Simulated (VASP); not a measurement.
# SiC (P6_3mc) in VASP: further runs

Runs on SiC. Level: PBEsol. Tasks: relaxation of cell and atoms.

All numbers are computed with VASP 6.6.1; they aren't measurements. Logs are shortened: lines on timing, memory, paths and dates and some standing lists are left out, and cuts for length are marked.

## Step 1: Starting point

Symmetry: P6_3mc, No. 186, hexagonal system. The conventional cell has a = 3.095 Å, b = 3.095 Å, c = 15.170 Å, α = 90.00°, β = 90.00°, γ = 120.00°. Si (site symmetry 3m) is surrounded by 4 C at 1.90 Å. Si (site symmetry 3m) has 4 C at 1.90 Å as nearest neighbours. Around Si (site symmetry 3m) lie 4 C at 1.90 Å. C (site symmetry 3m) is surrounded by 4 Si at 1.90 Å. C (site symmetry 3m) has 4 Si at 1.90 Å as nearest neighbours. C (site symmetry 3m) has 4 Si at 1.90 Å as nearest neighbours.

## Step 2: Relaxation of cell and atoms, PBEsol

INCAR reads:

```
SYSTEM = SiC
PREC     = Accurate       ! precision mode
ENCUT    = 600            ! plane-wave cutoff, eV
EDIFF    = 1E-6           ! SCF threshold, eV
ISMEAR   = 0              ! smearing method
SIGMA    = 0.03           ! smearing width, eV
LREAL    = .FALSE.        ! projectors in reciprocal space
LASPH    = .TRUE.         ! aspherical terms in the spheres
NELM     = 80             ! most SCF steps
ALGO     = Normal         ! electronic algorithm
ISIF     = 3              ! what is computed and relaxed
LWAVE    = .FALSE.        ! write WAVECAR
LCHARG   = .FALSE.        ! write CHGCAR
GGA      = PS             ! functional
IBRION   = 2              ! ionic algorithm
NSW      = 90             ! ionic steps
EDIFFG   = -0.01          ! ionic threshold
KPAR     = 4
```

KPOINTS reads:

```
Automatic mesh
0
G
  12 12 2
  0 0 0
```

POSCAR reads:

```
SiC
1.0
    3.0950000000      0.0000000000      0.0000000000
   -1.5475000000      2.6803486200      0.0000000000
    0.0000000000      0.0000000000     15.1700000000
Si C
6 6
Direct
    0.0000000000      0.0000000000      0.1250000000
    0.0000000000      0.0000000000      0.6250000000
    0.3333333300      0.6666666700      0.2917000000
    0.6666666700      0.3333333300      0.7917000000
    0.3333333300      0.6666666700      0.9583000000
    0.6666666700      0.3333333300      0.4583000000
    0.0000000000      0.0000000000      0.0000000000
    0.0000000000      0.0000000000      0.5000000000
    0.3333333300      0.6666666700      0.1667000000
    0.6666666700      0.3333333300      0.6667000000
    0.3333333300      0.6666666700      0.8333000000
    0.6666666700      0.3333333300      0.3333000000
```

Potentials or basis: VASP PAW PBE potentials, release 64 (Si, C).

The run is started by

```bash
$ cat potpaw_PBE.64/Si/POTCAR potpaw_PBE.64/C/POTCAR > POTCAR
$ mpirun -np 4 vasp_std > vasp.out
```

OUTCAR:

```text
SYSTEM = SiC
   PREC = Accurate
   ENCUT = 600
   EDIFF = 1E-6
   ISMEAR = 0
   LREAL = .FALSE.
   LASPH = .TRUE.
   NELM = 80
   ISIF = 3
   GGA = PS
   IBRION = 2
   NSW = 90
   EDIFFG = -0.01

 ion  position               nearest neighbor table
   1  0.000  0.000  0.125-   9 1.90   9 1.90   9 1.90   7 1.90   5 3.10   3 3.10   3 3.10   5 3.10
                             5 3.10   3 3.10
   2  0.000  0.000  0.625-  10 1.90  10 1.90  10 1.90   8 1.90   6 3.10   4 3.10   6 3.10   4 3.10
                             4 3.10   6 3.10
   3  0.333  0.667  0.292-  12 1.90  12 1.90  12 1.90   9 1.90   6 3.10   6 3.10   6 3.10   1 3.10
                             1 3.10   1 3.10
   4  0.667  0.333  0.792-  11 1.90  11 1.90  11 1.90  10 1.90   5 3.10   5 3.10   5 3.10   2 3.10
                             2 3.10   2 3.10
   5  0.333  0.667  0.958-   7 1.90   7 1.90   7 1.90  11 1.90   4 3.10   4 3.10   4 3.10   1 3.10
                             1 3.10   1 3.10
   6  0.667  0.333  0.458-   8 1.90   8 1.90   8 1.90  12 1.90   3 3.10   3 3.10   3 3.10   2 3.10
                             2 3.10   2 3.10
   7  0.000  0.000  0.000-   5 1.90   5 1.90   5 1.90   1 1.90
   8  0.000  0.000  0.500-   6 1.90   6 1.90   6 1.90   2 1.90
   9  0.333  0.667  0.167-   1 1.90   1 1.90   1 1.90   3 1.90
  10  0.667  0.333  0.667-   2 1.90   2 1.90   2 1.90   4 1.90
  11  0.333  0.667  0.833-   4 1.90   4 1.90   4 1.90   5 1.90
  12  0.667  0.333  0.333-   3 1.90   3 1.90   3 1.90   6 1.90

  LATTYP: Found a hexagonal cell.
 ALAT       =     3.0950000000
 C/A-ratio  =     4.9014539580

  Lattice vectors:

 A1 = (   3.0950000000,   0.0000000000,   0.0000000000)
 A2 = (  -1.5475000000,   2.6803486200,   0.0000000000)
 A3 = (   0.0000000000,   0.0000000000,  15.1700000000)

Analysis of symmetry for initial positions (statically):
=====================================================================
 Subroutine PRICEL returns:
 Original cell was already a primitive cell.

 Routine SETGRP: Setting up the symmetry group for a
 hexagonal supercell.

 Subroutine GETGRP returns: Found 12 space group operations
 (whereof  6 operations were pure point group operations)
 out of a pool of 24 trial point group operations.

The static configuration has the point symmetry C_3v.
 The point group associated with its full space group is C_6v.

Analysis of symmetry for dynamics (positions and initial velocities):
=====================================================================
 Subroutine PRICEL returns:
 Original cell was already a primitive cell.

 Routine SETGRP: Setting up the symmetry group for a
 hexagonal supercell.

 Subroutine GETGRP returns: Found 12 space group operations
 (whereof  6 operations were pure point group operations)
 out of a pool of 24 trial point group operations.

The dynamic configuration has the point symmetry C_3v.
 The point group associated with its full space group is C_6v.

 Subroutine INISYM returns: Found 12 space group operations
 (whereof  6 operations are pure point group operations),
 and found     1 'primitive' translations

----------------------------------------------------------------------------------------

                                     Primitive cell

  volume of cell :     125.8455

  direct lattice vectors                    reciprocal lattice vectors
     3.095000000  0.000000000  0.000000000     0.323101777  0.186542898  0.000000000
    -1.547500000  2.680348620  0.000000000     0.000000000  0.373085797  0.000000000
     0.000000000  0.000000000 15.170000000     0.000000000  0.000000000  0.065919578

  length of vectors
     3.095000000  3.094999996 15.170000000     0.373085796  0.373085797  0.065919578

  position of ions in fractional coordinates (direct lattice)
     0.000000000  0.000000000  0.125000000
     0.000000000  0.000000000  0.625000000
     0.333333330  0.666666670  0.291700000
     0.666666670  0.333333330  0.791700000
     0.333333330  0.666666670  0.958300000
     0.666666670  0.333333330  0.458300000
     0.000000000  0.000000000  0.000000000
     0.000000000  0.000000000  0.500000000
     0.333333330  0.666666670  0.166700000
     0.666666670  0.333333330  0.666700000
     0.333333330  0.666666670  0.833300000
     0.666666670  0.333333330  0.333300000

  ion indices of the primitive-cell ions
   primitive index   ion index
                 1           1
                 2           2
                 3           3
                 4           4
                 5           5
                 6           6
                 7           7
                 8           8
                 9           9
                10          10
                11          11
                12          12

----------------------------------------------------------------------------------------

 KPOINTS: Automatic mesh

Automatic generation of k-mesh.
 Grid dimensions read from file:
 generate k-points for:   12   12    2

 Generating k-lattice:

  Cartesian coordinates                     Fractional coordinates (reciprocal lattice)
     0.026925148  0.015545242  0.000000000     0.083333333  0.000000000  0.000000000
     0.000000000  0.031090483  0.000000000     0.000000000  0.083333333  0.000000000
     0.000000000  0.000000000  0.032959789     0.000000000  0.000000000  0.500000000

  Length of vectors
     0.031090483  0.031090483  0.032959789

  Shift w.r.t. Gamma in fractional coordinates (k-lattice)
     0.000000000  0.000000000  0.000000000

 Subroutine IBZKPT returns following result:
 ===========================================

 Found     38 irreducible k-points:

 Following reciprocal coordinates:
            Coordinates               Weight
  0.000000  0.000000  0.000000      1.000000
  0.083333  0.000000  0.000000      6.000000
  0.166667  0.000000  0.000000      6.000000
  0.250000  0.000000  0.000000      6.000000
  0.333333  0.000000  0.000000      6.000000
  0.416667 -0.000000  0.000000      6.000000
[... 16 lines left out ...]
  0.250000  0.000000  0.500000      6.000000
  0.333333  0.000000  0.500000      6.000000
 [... further k-points ...]
   k-points           NKPTS =     38   k-points in BZ     NKDIM =     38   number of bands    NBANDS=     31
   number of dos      NEDOS =    301   number of ions     NIONS =     12
   total plane-waves  NPLWV =  98784
   dimension x,y,z NGX =    28 NGY =   28 NGZ =  126
   dimension x,y,z NGXF=    56 NGYF=   56 NGZF=  252
   ions per type =               6   6
   NGX,Y,Z   is equivalent  to a cutoff of  15.04, 15.04, 13.81 a.u.
   NGXF,Y,Z  is equivalent  to a cutoff of  30.08, 30.08, 27.62 a.u.
 SYSTEM =  SiC
   PREC   = accura    normal or accurate (medium, high low for compatibility)
   ISTART =      0    job   : 0-new  1-cont  2-samecut
   ICHARG =      2    charge: 1-file 2-atom 10-const
   ISPIN  =      1    spin polarized calculation?
   LNONCOLLINEAR =      F non collinear calculations
   LSORBIT =      F    spin-orbit coupling
   LASPH  =      T    aspherical Exc in radial PAW
   ENCUT  =  600.0 eV  44.10 Ry    6.64 a.u.   6.18  6.18 30.30*2*pi/ulx,y,z
   NELM   =     80;   NELMIN=  2; NELMDL= -5     # of ELM steps
   EDIFF  = 0.1E-05   stopping-criterion for ELM
   LREAL  =      F    real-space projection
   EDIFFG = -.1E-01   stopping-criterion for IOM
   NSW    =     90    number of steps for IOM
   IBRION =      2    ionic relax: 0-MD 1-quasi-New 2-CG
   NFREE  =      1    steps in history (QN), initial steepest desc. (CG)
   ISIF   =      3    stress and relaxation
   ISYM   =      2    0-nonsym 1-usesym 2-fastsym
   POTIM  = 0.5000    time-step for ionic-motion
   TEBEG  =    0.0;   TEEND  =   0.0 temperature during run
   PSTRESS=    0.0 pullay stress
   NELECT =      48.0000    total number of electrons
   NUPDOWN=      -1.0000    fix difference up-down
   EMIN   =  10.00;   EMAX   =-10.00  energy-range for DOS
   EFERMI =   0.00;   METHOD = LEGACY
   ISMEAR =     0;   SIGMA  =   0.03  broadening in eV -4-tet -1-fermi 0-gaus
   EFERMI_NEDOS =   21; number of points for ismear=-14 and -15
   IALGO  =     38    algorithm
   IMIX   =      4    mixing-type and parameters
     AMIX     =   0.40;   BMIX     =  1.00
     AMIX_MAG =   1.60;   BMIX_MAG =  1.00
  volume/ion in A,a.u.               =      10.49        70.77
  Fermi-wavevector in a.u.,A,eV,Ry     =   1.187252  2.243580 19.178312  1.409566
  Thomas-Fermi vector in A             =   2.323407
   LORBIT       =      0    0 simple, 1 ext, 2 COOP (PROOUT), +10 PAW based schemes
   GGA     = PS    functional components
   LHFCALC =     F    Hartree Fock is set to
   AEXX    =    0.0000 exact exchange contribution
   IVDW    =     0    specifies the selected vdW correction
   LEPSILON=     F    determine dielectric tensor
   LRPA    =     F    only Hartree local field effects (RPA)
 conjugate gradient relaxation of ions
 non-spin polarized calculation
 Gauss-broadening in eV      SIGMA  =   0.03
  energy-cutoff  :      600.00
  volume of cell :      125.85
 maximum number of plane-waves:      4225
 NGX is ok and might be reduce to    28
   NGX = 13   NGY = 13   NGZ = 61

--------------------------------------- Ionic step        1  -------------------------------------------

 number of electron      47.9999999 magnetization

 Free energy of the ion-electron system (eV)
  ---------------------------------------------------
  ext. energy  EPLUGINS =         0.00000000
  ---------------------------------------------------
  free energy    TOTEN  =       -95.49679569 eV

  energy without entropy =      -95.49679569  energy(sigma->0) =      -95.49679569

------------------------ aborting loop because EDIFF is reached ----------------------------------------

  FORCE on cell =-STRESS in cart. coord.  units (eV):
  Direction    XX          YY          ZZ          XY          YZ          ZX
  --------------------------------------------------------------------------------------
  -------------------------------------------------------------------------------------
  Total       -2.5139369     -2.5139369     -1.9016836      0.0000000      0.0000000      0.0000000
  in kB      -32.0057076    -32.0057075    -24.2109217      0.0000000      0.0000000      0.0000000
  external PRESSURE =     -29.4074456 kB  Pullay stress =       0.0000000 kB
[... 261 lines left out ...]
  energy  without entropy=      -95.5137553097  energy(sigma->0) =      -95.51375531

--------------------------------------- Ionic step        7  -------------------------------------------

 number of electron      47.9999999 magnetization

 Free energy of the ion-electron system (eV)
  ---------------------------------------------------
  ext. energy  EPLUGINS =         0.00000000
  ---------------------------------------------------
  free energy    TOTEN  =       -95.51376233 eV

  energy without entropy =      -95.51376233  energy(sigma->0) =      -95.51376233

 E-fermi :   8.2619     XC(G=0): -11.5036

 val. band max:        8.1026171778   @ k =   0.0000   0.0000   0.0000
 cond. band min:      10.0149514745   @ k =   0.5000   0.0000   0.0000
 fundamental gap:      1.9123342967
 Fermi energy:         8.2619283357

 k-point     1 :       0.0000    0.0000    0.0000
  band No.  band energies     occupation
      1      -7.3750      2.00000
      2      -6.8510      2.00000
      3      -6.8157      2.00000
      4      -5.3109      2.00000
      5      -5.2828      2.00000
      6      -3.7704      2.00000
[... 805 lines left out ...]
     30      13.3181      0.00000
     31      14.1116      0.00000

 [... further k-points ...]

------------------------ aborting loop because EDIFF is reached ----------------------------------------

  FORCE on cell =-STRESS in cart. coord.  units (eV):
  Direction    XX          YY          ZZ          XY          YZ          ZX
  --------------------------------------------------------------------------------------
  -------------------------------------------------------------------------------------
  Total        0.0054409      0.0054409     -0.0108001      0.0000000      0.0000000     -0.0000000
  in kB        0.0702233      0.0702233     -0.1393928      0.0000000      0.0000000     -0.0000000
  external PRESSURE =       0.0003512 kB  Pullay stress =       0.0000000 kB
[... 27 lines left out ...]
  FREE ENERGIE OF THE ION-ELECTRON SYSTEM (eV)
  ---------------------------------------------------
  free  energy   TOTEN  =       -95.5137623257 eV

  energy  without entropy=      -95.5137623257  energy(sigma->0) =      -95.51376233

 reached required accuracy - stopping structural energy minimisation
```

Wall time 1.9 min (4 MPI ranks of Intel Xeon 6975P-C (Granite Rapids), shared host); peak memory 0.38 GiB.

Results:

- Free energy: -95.5138 eV
- Relaxed volume: 10.34 Å³/atom
- Relaxed cell: a = 3.080 Å, b = 3.080 Å, c = 15.112 Å, α = 90.00°, β = 90.00°, γ = 120.00°
- Space group after relaxing (to 0.05 Å): P6_3mc (No. 186)
- Energy gained by relaxing: 1.4 meV/atom
- Ionic steps: 7
- Pressure after relaxing: 0.0 GPa
- Band gap on the k mesh: 1.91 eV, indirect (least direct gap 3.02 eV)

The path:
```
step  energy change (eV)  largest force (eV/Å)  pressure (GPa)  volume (Å³)
   1              0.0000                0.1430           -2.94       125.85
   2              0.0019                0.1145            3.26       122.37
   3             -0.0168                0.0260            0.00       124.14
   4             -0.0170                0.0142            0.02       124.13
   5             -0.0170                0.0149            0.02       124.13
   6             -0.0170                0.0101           -0.01       124.14
   7             -0.0170                0.0008            0.00       124.14
```

Final structure:
```
CELL_PARAMETERS angstrom
3.07983 0.00000 0.00000
-1.53992 2.66722 0.00000
0.00000 0.00000 15.11167
ATOMIC_POSITIONS crystal
Si 0.00000 0.00000 0.12504
Si 0.00000 0.00000 0.62504
Si 0.33333 0.66667 0.29182
Si 0.66667 0.33333 0.79182
Si 0.33333 0.66667 0.95831
Si 0.66667 0.33333 0.45831
C 0.00000 0.00000 0.99969
C 0.00000 0.00000 0.49969
C 0.33333 0.66667 0.16683
C 0.66667 0.33333 0.66683
C 0.33333 0.66667 0.83332
C 0.66667 0.33333 0.33332
```

Levels at points of the mesh, in eV from the valence-band top:
| k point | band 20 | band 21 | band 22 | band 23 | band 24 | band 25 | band 26 | band 27 | band 28 | band 29 |
| --- | --- | --- | --- | --- | --- | --- | --- | --- | --- | --- |
| (0.00, 0.00, 0.00) | -0.30 | -0.30 | -0.04 | 0.00 | 0.00 | 5.12 | 5.29 | 5.70 | 6.21 | 6.26 |
| (0.50, 0.00, 0.00) | -2.28 | -1.82 | -1.80 | -1.68 | -1.10 | 1.91 | 2.10 | 3.10 | 3.79 | 4.48 |
| (0.00, 0.00, 0.50) | -0.64 | -0.10 | -0.10 | -0.10 | -0.10 | 5.18 | 5.18 | 5.93 | 5.93 | 6.60 |
| (0.50, 0.00, 0.50) | -2.37 | -1.73 | -1.73 | -1.31 | -1.31 | 1.95 | 1.95 | 3.32 | 3.32 | 4.72 |

Caveat: the PAW data sets were made with another functional, which shifts forces and pressure a little. A hybrid or GW would open this gap; PBEsol tends to underestimate it.

(Continued in part 2 of 2.)
